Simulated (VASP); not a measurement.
# ZnS (F-43m) in VASP: further runs, part 2 of 2

VASP 6.6.1. The steps go on from the part before.

### 3 Band structure, HSE03

File POSCAR:

```
ZnS
1.0
    0.0000000000      2.7020000000      2.7020000000
    2.7020000000      0.0000000000      2.7020000000
    2.7020000000      2.7020000000      0.0000000000
Zn S
1 1
Direct
    0.7500000000      0.7500000000      0.7500000000
    0.0000000000      0.0000000000      0.0000000000
```

File INCAR.step1:

```
  ALGO = Normal
  EDIFF = 1E-5
  ENCUT = 520
  GGA = PE
  ISIF = 2
  ISMEAR = 0
  KPAR = 4
  LASPH = T
  LCHARG = F
  LREAL = F
  LWAVE = T
  NBANDS = 16
  NELM = 80
  PREC = Accurate
  SIGMA = 0.02
```

File INCAR.step2:

```
  ALGO = Normal
  EDIFF = 1E-6
  ENCUT = 520
  GGA = PE
  HFSCREEN = 0.3
  ISIF = 2
  ISMEAR = 0
  ISTART = 1
  KPAR = 4
  LASPH = T
  LCHARG = F
  LHFCALC = T
  LREAL = F
  LWAVE = F
  NBANDS = 16
  NELM = 80
  PREC = Accurate
  PRECFOCK = Fast
  SIGMA = 0.02
```

File KPOINTS:

```
k-points
0
Gamma
  6 6 6
```

File KPOINTS_OPT:

```
path GXWKGLUWLK,UX
12
line-mode
reciprocal
 0.0000000000  0.0000000000  0.0000000000  G
 0.5000000000  0.0000000000  0.5000000000  X

 0.5000000000  0.0000000000  0.5000000000  X
 0.5000000000  0.2500000000  0.7500000000  W

 0.5000000000  0.2500000000  0.7500000000  W
 0.3750000000  0.3750000000  0.7500000000  K

 0.3750000000  0.3750000000  0.7500000000  K
 0.0000000000  0.0000000000  0.0000000000  G

 0.0000000000  0.0000000000  0.0000000000  G
 0.5000000000  0.5000000000  0.5000000000  L

 0.5000000000  0.5000000000  0.5000000000  L
 0.6250000000  0.2500000000  0.6250000000  U

 0.6250000000  0.2500000000  0.6250000000  U
 0.5000000000  0.2500000000  0.7500000000  W

 0.5000000000  0.2500000000  0.7500000000  W
 0.5000000000  0.5000000000  0.5000000000  L

 0.5000000000  0.5000000000  0.5000000000  L
 0.3750000000  0.3750000000  0.7500000000  K

 0.6250000000  0.2500000000  0.6250000000  U
 0.5000000000  0.0000000000  0.5000000000  X
```

Potentials or basis: VASP PAW PBE potentials, release 64 (Zn, S).

Command:

```
$ cat potpaw_PBE.64/Zn/POTCAR potpaw_PBE.64/S/POTCAR > POTCAR
$ cp INCAR.step1 INCAR
$ mpirun -np 4 vasp_std > vasp.out
$ cp INCAR.step2 INCAR
$ mpirun -np 4 vasp_std > vasp.out
```

It took 12 min on 4 MPI ranks of Intel Xeon Platinum 8559C (Emerald Rapids), shared host; peak memory 0.34 GiB.

It converged, with:

```yaml
Free_energy: -8.1502 eV
Pressure: 1.1 GPa
Band_gap_on_the_k_mesh: 3.12 eV, direct
Band_gap_along_the_path: 3.12 eV, direct
```

Levels at the corners of the path, in eV from the valence-band top:
```tsv
point	band 7	band 8	band 9	band 10	band 11	band 12
Γ	0.00	0.00	0.00	3.12	7.45	7.45
X	-4.93	-2.32	-2.32	4.17	5.04	12.29
X	-4.93	-2.32	-2.32	4.17	5.04	12.29
W	-4.77	-2.94	-2.83	6.56	7.29	8.99
W	-4.77	-2.94	-2.83	6.56	7.29	8.99
K	-4.84	-3.30	-1.89	5.01	7.04	10.51
K	-4.84	-3.30	-1.89	5.01	7.04	10.51
Γ	0.00	0.00	0.00	3.12	7.45	7.45
Γ	0.00	0.00	0.00	3.12	7.45	7.45
L	-5.53	-0.90	-0.90	4.33	7.95	7.95
L	-5.53	-0.90	-0.90	4.33	7.95	7.95
U	-4.84	-3.30	-1.89	5.01	7.04	10.51
U	-4.84	-3.30	-1.89	5.01	7.04	10.51
W	-4.77	-2.94	-2.83	6.56	7.29	8.99
W	-4.77	-2.94	-2.83	6.56	7.29	8.99
L	-5.53	-0.90	-0.90	4.33	7.95	7.95
L	-5.53	-0.90	-0.90	4.33	7.95	7.95
K	-4.84	-3.30	-1.89	5.01	7.04	10.51
U	-4.84	-3.30	-1.89	5.01	7.04	10.51
X	-4.93	-2.32	-2.32	4.17	5.04	12.29
```

Caveat: the PAW data sets were made with another functional, which shifts forces and pressure a little.

### 4 Band structure, PBE0

POSCAR is that of step 3.

INCAR.step1 is that of step 3.

INCAR.step2: that of step 3 with these lines changed.

```diff
@@ -1 +1,2 @@
+  AEXX = 0.25
   ALGO = Normal
@@ -4,3 +5,3 @@
   GGA = PE
-  HFSCREEN = 0.3
+  HFRCUT = -1
   ISIF = 2
```

KPOINTS is that of step 3.

KPOINTS_OPT is that of step 3.

Command:

```
$ cat potpaw_PBE.64/Zn/POTCAR potpaw_PBE.64/S/POTCAR > POTCAR
$ cp INCAR.step1 INCAR
$ mpirun -np 4 vasp_std > vasp.out
$ cp INCAR.step2 INCAR
$ mpirun -np 4 vasp_std > vasp.out
```

Wall time 12 min (4 MPI ranks of Intel Xeon Platinum 8559C (Emerald Rapids), shared host); peak memory 0.24 GiB.

The run converged. Its results:

* Free energy: -8.9267 eV
* Pressure: 0.7 GPa
* Band gap on the k mesh: 4.00 eV, direct
* Band gap along the path: 4.00 eV, direct

Levels at the corners of the path, in eV from the valence-band top:
```tsv
point	band 5	band 6	band 7	band 8	band 9	band 10	band 11	band 12	band 13	band 14
Γ	-7.46	-7.46	0.00	0.00	0.00	4.00	8.41	8.41	8.41	13.95
X	-7.39	-7.18	-5.05	-2.38	-2.38	5.07	5.97	13.29	14.45	14.45
X	-7.39	-7.18	-5.05	-2.38	-2.38	5.07	5.97	13.29	14.45	14.45
W	-7.48	-7.01	-4.89	-3.02	-2.91	7.50	8.28	9.97	10.15	14.92
W	-7.48	-7.01	-4.89	-3.02	-2.91	7.50	8.28	9.97	10.15	14.92
K	-7.43	-7.06	-4.96	-3.39	-1.94	5.93	8.02	11.49	12.03	12.95
K	-7.43	-7.06	-4.96	-3.39	-1.94	5.93	8.02	11.49	12.03	12.95
Γ	-7.46	-7.46	0.00	0.00	0.00	4.00	8.41	8.41	8.41	13.95
Γ	-7.46	-7.46	0.00	0.00	0.00	4.00	8.41	8.41	8.41	13.95
L	-7.43	-7.22	-5.67	-0.93	-0.93	5.24	8.91	8.91	10.93	14.34
L	-7.43	-7.22	-5.67	-0.93	-0.93	5.24	8.91	8.91	10.93	14.34
U	-7.43	-7.06	-4.96	-3.39	-1.94	5.93	8.02	11.49	12.03	12.95
U	-7.43	-7.06	-4.96	-3.39	-1.94	5.93	8.02	11.49	12.03	12.95
W	-7.48	-7.01	-4.89	-3.02	-2.91	7.50	8.28	9.97	10.15	14.92
W	-7.48	-7.01	-4.89	-3.02	-2.91	7.50	8.28	9.97	10.15	14.92
L	-7.43	-7.22	-5.67	-0.93	-0.93	5.24	8.91	8.91	10.93	14.34
L	-7.43	-7.22	-5.67	-0.93	-0.93	5.24	8.91	8.91	10.93	14.34
K	-7.43	-7.06	-4.96	-3.39	-1.94	5.93	8.02	11.49	12.03	12.95
U	-7.43	-7.06	-4.96	-3.39	-1.94	5.93	8.02	11.49	12.03	12.95
X	-7.39	-7.18	-5.05	-2.38	-2.38	5.07	5.97	13.29	14.45	14.45
```

Caveat: the PAW data sets were made with another functional, which shifts forces and pressure a little.

### 5 Band structure, r2SCAN-EpsX

POSCAR is that of step 4.

File INCAR.step1:

```
  ALGO = Normal
  EDIFF = 1E-8
  ENCUT = 520
  GGA = PE
  ISIF = 2
  ISMEAR = 0
  KPAR = 4
  LASPH = T
  LCHARG = F
  LEPSILON = T
  LREAL = F
  LWAVE = F
  NELM = 80
  PREC = Accurate
  SIGMA = 0.02
```

File KPOINTS.step1:

```
Automatic mesh
0
G
  10 10 10
  0 0 0
```

File INCAR.step2:

```
  ALGO = Normal
  EDIFF = 1E-5
  ENCUT = 520
  GGA = PE
  ISIF = 2
  ISMEAR = 0
  KPAR = 4
  LASPH = T
  LCHARG = F
  LREAL = F
  LWAVE = T
  NBANDS = 16
  NELM = 80
  PREC = Accurate
  SIGMA = 0.02
```

File KPOINTS.step2:

```
k-points
0
Gamma
  6 6 6
```

File INCAR.step3:

```
  AEXX = 0.1687
  ALGO = Normal
  EDIFF = 1E-6
  ENCUT = 520
  HFRCUT = -1
  ISIF = 2
  ISMEAR = 0
  ISTART = 1
  KPAR = 4
  LASPH = T
  LCHARG = F
  LHFCALC = T
  LMIXTAU = T
  LREAL = F
  LWAVE = F
  METAGGA = R2SCAN
  NBANDS = 16
  NELM = 80
  PREC = Accurate
  PRECFOCK = Fast
  SIGMA = 0.02
```

File KPOINTS.step3:

```
k-points
0
Gamma
  6 6 6
```

KPOINTS_OPT is that of step 4.

Command:

```
$ cat potpaw_PBE.64/Zn/POTCAR potpaw_PBE.64/S/POTCAR > POTCAR
$ cp INCAR.step1 INCAR
$ cp KPOINTS.step1 KPOINTS
$ mpirun -np 4 vasp_std > vasp.out
$ cp INCAR.step2 INCAR
$ cp KPOINTS.step2 KPOINTS
$ mpirun -np 4 vasp_std > vasp.out
$ cp INCAR.step3 INCAR
$ cp KPOINTS.step3 KPOINTS
$ mpirun -np 4 vasp_std > vasp.out
```

It took 14 min on 4 MPI ranks of Intel Xeon Platinum 8559C (Emerald Rapids), shared host; peak memory 0.35 GiB.

It converged, with:

| Property | Result |
| --- | --- |
| Free energy | -18.3377 eV |
| Pressure | -0.6 GPa |
| Band gap on the k mesh | 3.80 eV, direct |
| Band gap along the path | 3.80 eV, direct |

Levels at the corners of the path, in eV from the valence-band top:
```csv
point,band 6,band 7,band 8,band 9,band 10,band 11,band 12,band 13
Γ,-7.05,0.00,0.00,0.00,3.80,8.14,8.14,8.14
X,-6.79,-4.95,-2.37,-2.37,4.76,5.66,13.13,14.29
X,-6.79,-4.95,-2.37,-2.37,4.76,5.66,13.13,14.29
W,-6.62,-4.83,-2.99,-2.90,7.17,7.98,9.73,9.87
W,-6.62,-4.83,-2.99,-2.90,7.17,7.98,9.73,9.87
K,-6.67,-4.89,-3.36,-1.93,5.62,7.70,11.25,11.77
K,-6.67,-4.89,-3.36,-1.93,5.62,7.70,11.25,11.77
Γ,-7.05,0.00,0.00,0.00,3.80,8.14,8.14,8.14
Γ,-7.05,0.00,0.00,0.00,3.80,8.14,8.14,8.14
L,-6.83,-5.62,-0.92,-0.92,4.99,8.62,8.62,10.65
L,-6.83,-5.62,-0.92,-0.92,4.99,8.62,8.62,10.65
U,-6.67,-4.89,-3.36,-1.93,5.62,7.70,11.25,11.77
U,-6.67,-4.89,-3.36,-1.93,5.62,7.70,11.25,11.77
W,-6.62,-4.83,-2.99,-2.90,7.17,7.98,9.73,9.87
W,-6.62,-4.83,-2.99,-2.90,7.17,7.98,9.73,9.87
L,-6.83,-5.62,-0.92,-0.92,4.99,8.62,8.62,10.65
L,-6.83,-5.62,-0.92,-0.92,4.99,8.62,8.62,10.65
K,-6.67,-4.89,-3.36,-1.93,5.62,7.70,11.25,11.77
U,-6.67,-4.89,-3.36,-1.93,5.62,7.70,11.25,11.77
X,-6.79,-4.95,-2.37,-2.37,4.76,5.66,13.13,14.29
```

Caveat: the PAW data sets were made with another functional, which shifts forces and pressure a little.

### 6 The runs side by side

| level | screening parameter | exchange at q = 0 | share of exact exchange | gap on the mesh (eV) | pressure (GPa) |
| --- | --- | --- | --- | --- | --- |
| HSE06 | 0.2 1/A | - | - | 3.34 | 0.9 |
| HSE03 | - | - | - | 3.12 | 1.1 |
| PBE0 | - | truncated | - | 4.00 | 0.7 |
| r2SCAN-EpsX | - | truncated | 0.1687 | 3.80 | -0.6 |

Alike in all rows: task band structure; potentials or basis VASP PAW PBE potentials, release 64 (Zn, S); no spin polarisation; cell as given; k mesh 6 × 6 × 6; cutoff (eV) 520; smearing gaussian 0.02 eV.

On the cell as given the gap runs from 3.12 eV (HSE03) to 4.00 eV (PBE0). The pressure there spans -0.6 GPa (r2SCAN-EpsX) to 1.1 GPa (HSE03); a positive pressure means that this level wants a larger cell, a negative one a smaller.

Caveats: the PAW data sets were made with another functional, which shifts forces and pressure a little.

Total energies depend on the potentials used, so only differences within one code and one set of settings carry meaning.

### 7 How close it comes

Step 2. A measured gap of ZnS is 3.85 eV (direct; 19 K; quoted in “Electronic, vibrational, and thermodynamic properties of ZnS (zincblende and rocksalt structure)”, 2009, arxiv:0911.5022); the calculated 3.34 eV misses it by -0.51 eV. The value is that of HSE06, without temperature or zero-point motion.

Step 3. Against the measured gap of ZnS, 3.85 eV (direct; 19 K; quoted in “Electronic, vibrational, and thermodynamic properties of ZnS (zincblende and rocksalt structure)”, 2009, arxiv:0911.5022), the calculated 3.12 eV is off by -0.73 eV. The value is that of HSE03, without temperature or zero-point motion.

Step 4. Measured gap of ZnS: 3.85 eV (direct; 19 K; quoted in “Electronic, vibrational, and thermodynamic properties of ZnS (zincblende and rocksalt structure)”, 2009, arxiv:0911.5022). This calculation gives 4.00 eV (+0.15 eV). The value is that of PBE0, without temperature or zero-point motion.

Step 5. Measured gap of ZnS: 3.85 eV (direct; 19 K; quoted in “Electronic, vibrational, and thermodynamic properties of ZnS (zincblende and rocksalt structure)”, 2009, arxiv:0911.5022). This calculation gives 3.80 eV (-0.05 eV). The value is that of r2SCAN-EpsX, without temperature or zero-point motion.
